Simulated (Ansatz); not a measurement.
All numbers below come from Ansatz 0.2.0, DFT PBE, scalar-relativistic, plane waves, PAW. Settings: cutoff 420 eV, Γ-centred meshes spaced at most about 0.3 Å⁻¹, and about 0.25 Å⁻¹ or finer for metals (2π included), Gaussian smearing. No spin polarisation.

Temperature and zero-point effects are left out.

Two relaxed structures of In3Sb2As:

A.

```yaml
crystal:
  lattice:
    - [4.19403, 0.00000, 0.00000]
    - [-2.09701, 3.63213, 0.00000]
    - [0.00000, 0.00000, 11.37626]
  atoms:
    - { symbol: In, position: [0.66667, 0.33333, 0.42125] }
    - { symbol: In, position: [0.66667, 0.33333, 0.10134] }
    - { symbol: In, position: [0.00000, 0.00000, 0.91618] }
    - { symbol: Sb, position: [0.33333, 0.66667, 0.71899] }
    - { symbol: Sb, position: [0.33333, 0.66667, 0.25687] }
    - { symbol: As, position: [0.00000, 0.00000, 0.58537] }
```

B.

```yaml
crystal:
  lattice:
    - [5.51173, 0.00000, 0.00000]
    - [-2.75587, 4.77330, 0.00000]
    - [0.00000, 0.00000, 6.10702]
  atoms:
    - { symbol: In, position: [0.33333, 0.66667, 0.50000] }
    - { symbol: In, position: [0.66667, 0.33333, 0.50000] }
    - { symbol: In, position: [0.00000, 0.00000, 0.00000] }
    - { symbol: Sb, position: [0.33333, 0.66667, 0.00000] }
    - { symbol: Sb, position: [0.66667, 0.33333, 0.00000] }
    - { symbol: As, position: [0.00000, 0.00000, 0.50000] }
```

**Question.** Which form is favoured at zero pressure, and by what margin per atom?

**Answer.** B is lower, by 8 meV/atom. A has space group P3m1 (No. 156), 28.9 Å³/atom and no gap on its mesh; B has space group P6/mmm (No. 191), 26.8 Å³/atom and no gap. Counting In or Sb atoms around As (for each partner element, those within 1.25 times its shortest distance or 1.15 times the sum of covalent radii, where it is the nearest in units of that sum or under 1.3; a plus sign parts groups by distance over the sum of covalent radii), A has As 6+1 and B has As 8. The denser one is the lower, and pressure would at first widen the difference. Even the lower one lies +0.04 eV/atom against the reference forms of the elements (uncorrected), so neither is stable at this level. In A, In on its first site has 3 As at 3.06 Å, 3 Sb at 3.06 Å and 1 In at 3.64 Å; Sb on its first site has 3 As at 2.86 Å and 3 In at 3.30 Å; As is surrounded by 3 Sb at 2.86 Å, 3 In at 3.06 Å and 1 In at 3.76 Å; 3 more sites not described. In B, In on a site of symmetry -6m2 has 2 Sb at 3.05 Å, 3 In at 3.18 Å and 3 As at 3.18 Å; Sb has 5 In at 3.05–3.18 Å and 3 Sb at 3.18 Å; around As lie 8 In at 3.05–3.18 Å; 1 more site not described. Both come from invented guesses. The lowest form computed isn't among them: it has space group P1 (No. 1), 34.8 Å³/atom and lies 65 meV/atom below the best shown.

The k mesh leaves some 4 meV/atom of noise in the energy of each metallic cell. Spin–orbit coupling, which can matter for Sb, is left out. Cells relaxed within their symmetry can be saddle points. Some types were kept out of the candidates beforehand, so the set may lack a known form.
